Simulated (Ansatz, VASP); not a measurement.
**ZnAu in VASP and in Ansatz**

```
Zn Au
1.0
     3.18670    0.00000    0.00000
     0.00000    3.18670    0.00000
     0.00000    0.00000    3.18670
Zn Au
1 1
Direct
  0.50000 0.50000 0.50000
  0.00000 0.00000 0.00000
```

Alike in both runs: functional PBE; k mesh 14 × 14 × 14; occupations gaussian, width 0.1 eV; no spin polarisation.

Ansatz relaxed the structure, and its values are those at the end. VASP's run is a single point on that final structure, the one shown.

```csv
,VASP,Ansatz
version,VASP 6.6.1,Ansatz 0.2.0
potentials or method,"VASP PAW PBE potentials, release 64 (Zn, Au)","scalar-relativistic, plane waves, PAW"
plane-wave cutoff (eV),520,420
valence electrons in the cell,23,31
```

```csv
,VASP,Ansatz,Ansatz less VASP
gap on the k mesh at the Fermi level (eV),none,none,-
pressure (GPa),0.0,0.0,-0.04
```

A gap of «none» marks a metal or a gap that the smearing closes. The functional is the same, so the differences come from potentials, cutoffs and numerics. The two sets of potentials don't hold the same shells in valence.

Spin-orbit coupling is left out, which matters for the levels of Au.
